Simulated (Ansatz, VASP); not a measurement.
## One calculation of Si, two programs

```xyz
4
Lattice="3.8472 0.0000 0.0000 -1.9236 3.3318 0.0000 0.0000 0.0000 18.4447" Properties=species:S:1:pos:R:3 pbc="T T T"
Si    0.0000    2.2212    4.9723
Si    1.9236    1.1106    4.5000
Si    1.2824    1.4808    9.4647
Si    3.2060    0.3702    8.9923
```

Alike in both runs: task single point; functional PBE; dispersion D3(BJ); k mesh 9 × 9 × 1; occupations gaussian, width 0.1 eV; no spin polarisation.

|  | VASP | Ansatz |
| --- | --- | --- |
| version | VASP 6.6.1 | Ansatz 0.2.0 |
| potentials or method | VASP PAW PBE potentials, release 64 (Si) | scalar-relativistic, plane waves, PAW |
| plane-wave cutoff (eV) | 520 | 420 |
| valence electrons in the cell | 16 | 16 |

```tsv
	VASP	Ansatz	Ansatz less VASP
gap on the k mesh at the Fermi level (eV)	0.40	0.40	0.000
least direct gap on the mesh (eV)	0.40	0.40	0.000
rms of the force components (eV/Å)	0.055	0.057	+0.0017
```

Atom by atom the forces differ by 0.004 eV/Å (rms over components).
